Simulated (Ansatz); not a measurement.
This is a band-structure calculation with Ansatz on C (R-3m) from a database of computed structures; the level of theory is PBE. Cell and atoms come from a relaxation with r2SCAN+rVV10.

Input (YAML):
```yaml
crystal:
  lattice:
    - [1.2275049999, 0.7087003421, 6.914168886]
    - [-1.2275049999, 0.7087003421, 6.914168886]
    - [0.0, -1.4174006842, 6.914168886]
  atoms:
    - { symbol: C, position: [0.9191129526, 0.9191129526, 0.9191129526] }
    - { symbol: C, position: [0.2524458463, 0.2524458463, 0.2524458463] }
    - { symbol: C, position: [0.7475541537, 0.7475541537, 0.7475541537] }
    - { symbol: C, position: [0.0808870474, 0.0808870474, 0.0808870474] }
kpoints:
  mp_grid: { grid: [12, 12, 12] }
  band_path:
    path:
      - [[0.0, 0.0, 0.0], [0.5, 0.5, 0.5], [0.8263292055803, 0.1736707944197, 0.5]]
      - [[0.5, -0.1736707944197, 0.1736707944197], [0.5, -2.576021330712e-17, 9.579283153582e-18], [0.0, 0.0, 0.0], [0.3368353972099, -0.3368353972099, 3.05429058594e-17]]
      - [[0.6631646027901, -5.152042661425e-17, 0.3368353972099], [0.5, -5.152042661425e-17, 0.5], [0.0, 0.0, 0.0]]
    npoints: 10
hamiltonian:
  xc: pbe
scf:
  occupations: { method: fermi_dirac, width: 0.02 }
  n_extra_bands: 5
output:
  forces: true
  stress: true
  eigenvalues: true
```

Run as `ansatz run input.yaml --threads 2 --pin off --max-ram 20275MiB --backend cpu --events-out ev --progress --plain --runs-dir out`. It took 2.3 s on 2 threads of AMD EPYC 7R13 Processor (Zen 3), with other jobs on the host, load about 2.9 per core; peak host memory 0.37 GiB.

The log, with set-up remarks and timings taken out:
```
scf.n_extra_bands = 5 over 8 filled bands (N_el = 16.0): the run solves 13 bands
Pseudopotential: C, paw, valence charge 4, recommended cutoff 420 eV (normal)
Functional definition: PBE
Crystal: 4 atoms, lattice volume = 36.089 Å³
Basis set: ecut = 420 eV, 695 PW (Γ), FFT grids on a1−a3, a2−a3, a3
Symmetry: 12 space group operations
Space group: R-3m (ITA 166)
k-points: 189 of 1728
preconditioner: auto → none  [σ=0.020 eV  ℏωp=24.7 eV]
NSCF: frozen V_eff on 73 k-points
SCF converged after 6 iterations
Free energy (F): -1003.711525 eV
Internal energy: -1003.711506 eV  (E = F + TS)
E sigma→0 (E₀):  -1003.711515 eV
Entropy (-TS):   -0.000020 eV (-0.005 meV/atom)
Fermi energy:    6.747700 eV
--- Per-component energies (eV) ---
  E_band       = -38.827292
  E_kinetic    = 365.200678
  E_local      = -650.246438
  E_nonlocal   = 109.582381
  E_hartree    = 201.161639
  E_xc         = -192.438444
  E_vxc        = -238.291791
  E_paw        = -397.524846
  E_vpaw       = -27.395671
  E_ewald      = -439.446506
  E_smearing   = -0.000020
--- Forces (eV/Å), atoms counted from 1 ---
  atom   1  C       0.00000      0.00000    -0.00479
  atom   2  C       0.00000      0.00000    -0.02209
  atom   3  C       0.00000      0.00000      0.02209
  atom   4  C       0.00000      0.00000      0.00479
--- Stress (GPa, compression-positive) ---
        5.377894       0.000000       0.000000
        0.000000       5.377894       0.000000
        0.000000       0.000000       3.054814
  P = ⅓ Tr σ = 4.6035 GPa (46.035 kbar)
```

Levels along the path, in eV from the valence top (v1 is the last filled band, c1 the first empty one):
```tsv
point	distance (1/Å)	v2	v1	c1	c2
Γ	0.00	-2.98	-2.98	4.04	8.47
·	0.23	-2.98	-2.98	4.71	8.45
T	0.45	-2.97	-2.97	6.20	6.73
·	1.29	-5.58	-5.35	6.37	6.92
H₂	2.12	-0.29	-0.25	0.01	0.67
H₀	2.12	-0.29	-0.25	0.01	0.67
·	2.48	-1.83	-1.01	1.04	1.61
·	2.92	-2.76	-1.91	1.28	2.26
L	3.01	-2.78	-1.93	1.28	2.27
·	3.61	-5.49	-4.42	5.66	6.23
·	4.35	-3.12	-3.11	4.11	8.50
Γ	4.50	-2.98	-2.98	4.04	8.47
·	5.19	-5.41	-5.29	5.65	7.88
·	6.05	-1.39	-0.39	0.90	1.01
S₀	6.22	-0.33	-0.18	0.08	0.57
S₂	6.22	-0.33	-0.18	0.08	0.57
·	6.47	-1.31	-1.18	0.95	1.43
·	6.89	-2.35	-2.21	1.57	1.87
F	7.06	-2.45	-2.30	1.60	1.89
·	7.51	-4.87	-3.81	4.43	4.64
·	8.27	-3.47	-3.46	4.38	8.53
Γ	8.57	-2.98	-2.98	4.04	8.47
```

The PBE gap is indirect, 0.01 eV (H₀–L (0.10 of the way from H₀) to H₂), below the direct gap of 0.24 eV at Γ–S₀ (0.99 of the way from Γ). (With 0.02 eV of smearing so small a gap leaves both edges partly filled, and it could close between the points sampled.) With the atoms held, the mean pressure is +4.60 GPa (compression positive). The largest force is 0.02 eV/Å.

(Simulation; spin polarisation is off.)
